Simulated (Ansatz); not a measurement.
Crystal: Eu.

```
Eu
1.0
    -2.30300    2.30300    2.30300
     2.30300   -2.30300    2.30300
     2.30300    2.30300   -2.30300
Eu
1
Direct
  0.00000 0.00000 0.00000
```

Base run:

| Property | Result |
| --- | --- |
| Program | Ansatz 0.2.0 |
| Functional | PBEsol |
| Potentials or basis | Ansatz PAW |
| Cutoff | 420 eV (not typed: the program's choice for these potentials) |
| k mesh | 7 × 7 × 7 |
| Occupations | fermi-dirac, width 0.05 eV |
| Spin | collinear spin, ferromagnetic start |
| Starting moments | [8.8] μB |
| Fixed moment | 8.8 μB |

Its results: pressure -2.8 GPa; site moments Eu +7.80 μB.

Question: After a change of settings the same cell gave: pressure -5.7 GPa; site moments Eu +12.72 μB. Which change was it?
A. fixed moment from 8.8 μB to 3.5 μB; moments at the start from [8.8] to [3.5]
B. fixed moment from 8.8 μB to 14 μB; moments at the start from [8.8] to [14.0]
C. fixed moment from 8.8 μB to 5.2 μB; moments at the start from [8.8] to [5.2]
D. fixed moment from 8.8 μB to 10.5 μB; moments at the start from [8.8] to [10.5]

Answer: B.

Caveats: the total moment is fixed, so each spin has its own Fermi level; the PAW data sets come from PBE, with cores solved anew for the run's functional, which leaves a small shift of forces and pressure; the thresholds are loose for stress.
